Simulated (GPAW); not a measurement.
# Pt (Im-3m) in GPAW: optical spectrum with PBEsol

Aim: the optical spectrum of Pt with PBEsol.

Everything below comes from runs of GPAW 26.7.0. Logs are shortened: lines on timing, memory, paths and dates and some standing lists are left out, and cuts for length are marked. The log counts tension as positive stress, the text compression.

### 1 The structure

Symmetry: Im-3m, No. 229, cubic system. The conventional cell has a = 3.168 Å, b = 3.168 Å, c = 3.168 Å, α = 90.00°, β = 90.00°, γ = 90.00°. Pt (site symmetry m-3m) has 8 Pt at 2.74 Å as nearest neighbours.

This isn't the form of Pt at room conditions, which is fcc.

### 2 Optical spectrum, PBEsol

Input file run.py:

```python
from ase.dft.bandgap import bandgap
from ase.io import read, write
from gpaw import GPAW, PW, setup_paths
from gpaw.response.df import DielectricFunction

setup_paths.insert(0, '.')

atoms = read('Pt.cif')

calc = GPAW(mode=PW(400),
            xc='PBEsol',
            kpts={'size': (9, 9, 9), 'gamma': True},
            occupations={'name': 'fermi-dirac', 'width': 0.05},
            nbands=17,
            convergence={'density': 1e-06},
            maxiter=100,
            txt='gpaw.txt')
atoms.calc = calc
energy = atoms.get_potential_energy()
calc.write('gs.gpw')
write('result.traj', atoms)
print(f'Energy: {energy:.6f} eV')
print('Fermi level:', round(calc.get_fermi_level(), 4), 'eV')
print(f'Gap: {bandgap(calc)[0]:.4f} eV, direct: {bandgap(calc, direct=True)[0]:.4f} eV')

dense = calc.fixed_density(kpts={'size': (30, 30, 30), 'gamma': True},
                           nbands=22, convergence={'bands': 16},
                           update_fermi_level=True, txt='dense.txt')
dense.write('dense.gpw', mode='all')

df = DielectricFunction('dense.gpw', frequencies={'type': 'nonlinear', 'domega0': 0.2, 'omega2': 5},
                        eta=0.5, ecut=150, nbands=16, rate='eta', txt='df.txt')
for direction in ['x']:
    df.get_dielectric_function(xc='RPA', direction=direction, filename=f'df_{direction}.csv')
```

Input file Pt.cif:

```cif
data_Pt
_cell_length_a 2.74394953
_cell_length_b 2.74394953
_cell_length_c 2.74394953
_cell_angle_alpha 109.47122063
_cell_angle_beta 109.47122063
_cell_angle_gamma 109.47122063
_space_group_name_H-M_alt 'P1'
_space_group_name_Hall 'P 1'
_space_group_IT_number 1
loop_
_space_group_symop_operation_xyz
'x,y,z'
loop_
_atom_site_label
_atom_site_type_symbol
_atom_site_symmetry_multiplicity
_atom_site_Wyckoff_symbol
_atom_site_fract_x
_atom_site_fract_y
_atom_site_fract_z
_atom_site_occupancy
Pt1 Pt 1 a 0.0000000000 0.0000000000 0.0000000000 1
```

Potentials or basis: PAW data sets generated in the run's folder for this functional, pw.

On the command line:

```console
$ gpaw-setup -f PBEsol Pt
$ OMP_NUM_THREADS=1 python run.py
```

gpaw.txt:

```text
__  _  _
 | _ |_)|_||  |
 |__||  | ||/\| - 26.7.0

Input parameters:
  mode=PW(ecut=400.0),
  convergence={'density': 1e-06},
  kpts=MonkhorstPack(size=(9, 9, 9), gamma=True),
  maxiter=100,
  nbands=17,
  occupations=Occupations(name='fermi-dirac', width=0.05),
  xc=XC(name='PBEsol')

Diagonalizing LCAO Hamiltonian
Converting LCAO to pw mode

       Pt

Atoms  # Å, Bohr magnetons
|   | symbol |        x |        y |        z |    initial magnetic moments |
|---|--------|----------|----------|----------|-----------------------------|
| 0 |     Pt | 0.000000 | 0.000000 | 0.000000 | ( 0.0000,  0.0000,  0.0000) |

Unit cell  # Å
| periodic |         x |         y |        z |  lengths |     angles |
|----------|-----------|-----------|----------|----------|------------|
|      yes |  2.743950 |  0.000000 | 0.000000 | 2.743950 | 109.471221 |
|      yes | -0.914650 |  2.587020 | 0.000000 | 2.743950 | 109.471221 |
|      yes | -0.914650 | -1.293510 | 2.240425 | 2.743950 | 109.471221 |

Number of symmetries: 48
Symmetry operations  # r_c * U_cc + t_c -> r_c
|    | kind |            matrix            |
|----|------|------------------------------|
|  0 |  σ   |  1, 1, 1,  0, 0,-1,  0,-1, 0 |
|  1 |  C4  |  1, 1, 1,  0, 0,-1, -1, 0, 0 |
|  2 |  C2  |  1, 1, 1,  0,-1, 0,  0, 0,-1 |
|  3 |  S6  |  1, 1, 1,  0,-1, 0, -1, 0, 0 |
|  4 |  S6  |  1, 1, 1, -1, 0, 0,  0, 0,-1 |
|  5 |  C4  |  1, 1, 1, -1, 0, 0,  0,-1, 0 |
|  6 |  E   |  1, 0, 0,  0, 1, 0,  0, 0, 1 |
|  7 |  σ   |  1, 0, 0,  0, 1, 0, -1,-1,-1 |
|  8 |  σ   |  1, 0, 0,  0, 0, 1,  0, 1, 0 |
|  9 |  C3  |  1, 0, 0,  0, 0, 1, -1,-1,-1 |
| 10 |  C3  |  1, 0, 0, -1,-1,-1,  0, 1, 0 |
| 11 |  σ   |  1, 0, 0, -1,-1,-1,  0, 0, 1 |
| 12 |  σ   |  0, 1, 0,  1, 0, 0,  0, 0, 1 |
| 13 |  C2  |  0, 1, 0,  1, 0, 0, -1,-1,-1 |
| 14 |  C3  |  0, 1, 0,  0, 0, 1,  1, 0, 0 |
| 15 |  S4  |  0, 1, 0,  0, 0, 1, -1,-1,-1 |
| 16 |  S4  |  0, 1, 0, -1,-1,-1,  1, 0, 0 |
| 17 |  C3  |  0, 1, 0, -1,-1,-1,  0, 0, 1 |
| 18 |  C3  |  0, 0, 1,  1, 0, 0,  0, 1, 0 |
| 19 |  S4  |  0, 0, 1,  1, 0, 0, -1,-1,-1 |
| 20 |  σ   |  0, 0, 1,  0, 1, 0,  1, 0, 0 |
| 21 |  C3  |  0, 0, 1,  0, 1, 0, -1,-1,-1 |
| 22 |  C2  |  0, 0, 1, -1,-1,-1,  1, 0, 0 |
| 23 |  S4  |  0, 0, 1, -1,-1,-1,  0, 1, 0 |
| 24 |  C4  |  0, 0,-1,  1, 1, 1,  0,-1, 0 |
| 25 |  σ   |  0, 0,-1,  1, 1, 1, -1, 0, 0 |
| 26 |  S6  |  0, 0,-1,  0,-1, 0,  1, 1, 1 |
| 27 |  C2  |  0, 0,-1,  0,-1, 0, -1, 0, 0 |
| 28 |  C4  |  0, 0,-1, -1, 0, 0,  1, 1, 1 |
| 29 |  S6  |  0, 0,-1, -1, 0, 0,  0,-1, 0 |
| 30 |  S6  |  0,-1, 0,  1, 1, 1,  0, 0,-1 |
| 31 |  C4  |  0,-1, 0,  1, 1, 1, -1, 0, 0 |
| 32 |  C4  |  0,-1, 0,  0, 0,-1,  1, 1, 1 |
| 33 |  S6  |  0,-1, 0,  0, 0,-1, -1, 0, 0 |
| 34 |  σ   |  0,-1, 0, -1, 0, 0,  1, 1, 1 |
| 35 |  C2  |  0,-1, 0, -1, 0, 0,  0, 0,-1 |
| 36 |  C2  | -1, 0, 0,  1, 1, 1,  0, 0,-1 |
| 37 |  S6  | -1, 0, 0,  1, 1, 1,  0,-1, 0 |
| 38 |  S6  | -1, 0, 0,  0, 0,-1,  1, 1, 1 |
| 39 |  C2  | -1, 0, 0,  0, 0,-1,  0,-1, 0 |
| 40 |  C2  | -1, 0, 0,  0,-1, 0,  1, 1, 1 |
| 41 |  i   | -1, 0, 0,  0,-1, 0,  0, 0,-1 |
| 42 |  S4  | -1,-1,-1,  1, 0, 0,  0, 1, 0 |
| 43 |  C3  | -1,-1,-1,  1, 0, 0,  0, 0, 1 |
| 44 |  C3  | -1,-1,-1,  0, 1, 0,  1, 0, 0 |
| 45 |  σ   | -1,-1,-1,  0, 1, 0,  0, 0, 1 |
| 46 |  S4  | -1,-1,-1,  0, 0, 1,  1, 0, 0 |
| 47 |  C2  | -1,-1,-1,  0, 0, 1,  0, 1, 0 |

BZ-sampling:
  Number of BZ points: 729
  Number of IBZ points: 35

  Monkhorst-Pack size: [9, 9, 9]
  Monkhorst-Pack shift: [0, 0, 0]

K-points  # in reciprocal-cell coordinates
|     |                                coordinates |     weight |
|-----|--------------------------------------------|------------|
|   0 | (  0.00000000,   0.00000000,   0.00000000) | 0.00137174 |
|   1 | (  0.11111111,   0.00000000,   0.00000000) | 0.01646091 |
|   2 | (  0.11111111,   0.11111111,  -0.11111111) | 0.00823045 |
|   3 | (  0.22222222,   0.00000000,  -0.11111111) | 0.03292181 |
|   4 | (  0.22222222,   0.00000000,   0.00000000) | 0.01646091 |
|   5 | (  0.22222222,   0.11111111,  -0.11111111) | 0.03292181 |
|   6 | (  0.22222222,   0.22222222,  -0.22222222) | 0.00823045 |
|   7 | (  0.33333333,  -0.11111111,  -0.11111111) | 0.01097394 |
|   8 | (  0.33333333,   0.00000000,  -0.11111111) | 0.06584362 |
|   9 | (  0.33333333,   0.00000000,   0.00000000) | 0.01646091 |
| ... |                                            |            |
|  34 | (  0.44444444,   0.44444444,   0.44444444) | 0.01097394 |

Plane wave coefficients: 321
Cutoff: 400.0 eV

Spin-components: 1 (collinear spins)
Bands:           17
Projectors:      6
Spin-degeneracy: 2
Datatype:        complex128

Density:
  Valence electrons: 16.0
  Components: 1
  Grid points: [14 14 14]
  Charge: 0.0  # |e|

Potential:
  Grid points: [14 14 14]

species:
  Pt:
    name:    Platinum
    Z:       78.0
    valence: 16
    core:    62
    charge:  0.0  # [|e|]
    compensation charges:
      type: gauss
      rc: 0.41  # [Å]
      lmax: 2
    cutoffs:
      filter: 2.26  # [Å]
      core: 2.26  # [Å]
    projectors
    | kind |    occ | energy [eV] | rcut [Å] |
    |------|--------|-------------|----------|
    |   6s |  1.000 |      -5.666 |    1.307 |
    |   5p |  6.000 |     -56.073 |    1.371 |
    |   6p |  0.000 |      -0.783 |    1.371 |
    |   5d |  9.000 |      -6.179 |    1.307 |
    |    s |        |      21.545 |    1.307 |
    |    d |        |      21.032 |    1.307 |

    Using partial waves for Pt as LCAO basis

Reference energy: -500235.591001  # eV

eigensolver:
  PPCG
  Converge bands: occupied
  niter=2

density mixing:
  MSR1-Mixer
  Pratt-step length: 0.05
  Maximum mixing coefficient: 0.75
  Old densities: 10
  SVD Regularization: 0.005
  Good broyden scale: 1.0
  Trust region scale: 1.0
  Backstep threshold: 4.0
  History deletion threshold: 6.0
  Fourier metric: weight=20.0, sigma=0.015

occupation numbers:
  Fermi-Dirac:
    width: 0.0500  # eV

poisson solver:
  ecut: 3200.0  # eV

xc functional:
  name: PBEsol with 2 nearest neighbor stencil

convergence criteria:
- Maximum integral of absolute [dens]ity change: 1e-06 electrons / valence electron
- Maximum [total energy] change in last 3 cyles: 0.0005 eV / valence electron
- Maximum integral of absolute [eigenst]ate change: 4e-08 eV^2 / valence electron
maximum number of iterations: 100

SCF iterations
|iter     | |      energy | eigst |  dens |
|---------|-|-------------|-------|-------|
|iter:   1| |   -7.620830 | -0.10 |       |
|iter:   2| |   -7.523328 | -3.08 | -1.18 |
|iter:   3| |   -7.150234 | -2.29 | -1.23 |
|iter:   4| |   -7.147232 | -3.96 | -2.26 |
|iter:   5| |   -7.146563c| -3.70 | -2.52 |
|iter:   6| |   -7.146581c| -5.91 | -3.63 |
|iter:   7| |   -7.146586c| -6.17 | -3.82 |
|iter:   8| |   -7.146586c| -7.61c| -5.00 |
|iter:   9| |   -7.146586c| -7.89c| -5.25 |
|iter:  10| |   -7.146586c| -8.62c| -6.49c|

Converged in 10 steps
Energy contributions relative to reference atoms: (reference = -500235.591001)

Energy contributions:
  Kinetic:         -12.795969
  Coulomb:          10.250454
  Zero:             -0.549119
  External:          0.000000
  Xc:               -4.046440
  Entropy:          -0.011027
  Spinorbit:         0.000000
  ----------------------------
  Free energy:      -7.152100
  Extrapolated:     -7.146586

dipole moment: (-3.127269, -4.422627, -7.660214)  # |e|*Ang

Fermi level: 10.612
Eigenvalues  # (at kpt = [0.000, 0.000, 0.000])
| band index |      eig [eV] | occ [0-2] |
|------------|---------------|-----------|
|          0 |       -41.459 |     2.000 |
|          1 |       -41.459 |     2.000 |
|          2 |       -41.459 |     2.000 |
|          3 |         1.341 |     2.000 |
|          4 |         7.296 |     2.000 |
|          5 |         7.296 |     2.000 |
[... 9 lines left out ...]
|         15 |        38.692 |     0.000 |
|         16 |        38.692 |     0.000 |

No gap
No difference between direct/indirect transitions
# Writing to gs.gpw (mode='')
```

Wall time 2.8 min (1 thread of Intel Xeon at 2.50GHz (Skylake/Cascade Lake), shared host); peak memory 0.39 GiB.

Results:

```yaml
Free_energy: -7.1521 eV
Band_gap_on_the_k_mesh: none (metal or under the smearing width)
```

Dielectric function (mean over the directions given):
| energy (eV) | real part | imaginary part |
| --- | --- | --- |
| 0.41 | 70.44 | 226.08 |
| 0.63 | -7.68 | 154.48 |
| 1.09 | -28.32 | 67.47 |
| 1.58 | -21.18 | 34.50 |
| 2.12 | -14.01 | 20.16 |
| 2.69 | -8.96 | 13.30 |
| 3.31 | -5.80 | 9.73 |
| 3.65 | -4.74 | 8.48 |
| 4.35 | -3.08 | 6.55 |
| 5.13 | -1.63 | 5.26 |
| 5.98 | -0.60 | 4.91 |
| 6.92 | -0.36 | 4.67 |
| 7.97 | -0.38 | 4.50 |
| 8.54 | -0.68 | 4.36 |
| 9.77 | -1.07 | 3.29 |
| 11.16 | -0.75 | 2.40 |
| 12.75 | -0.31 | 1.82 |
| 14.56 | 0.09 | 1.76 |
| 16.66 | 0.07 | 1.59 |
| 19.12 | -0.02 | 1.41 |

Caveat: the intraband term hangs on this k mesh; the long-wavelength limit can be off by several per cent where d states take part; independent-particle spectra lack excitons.
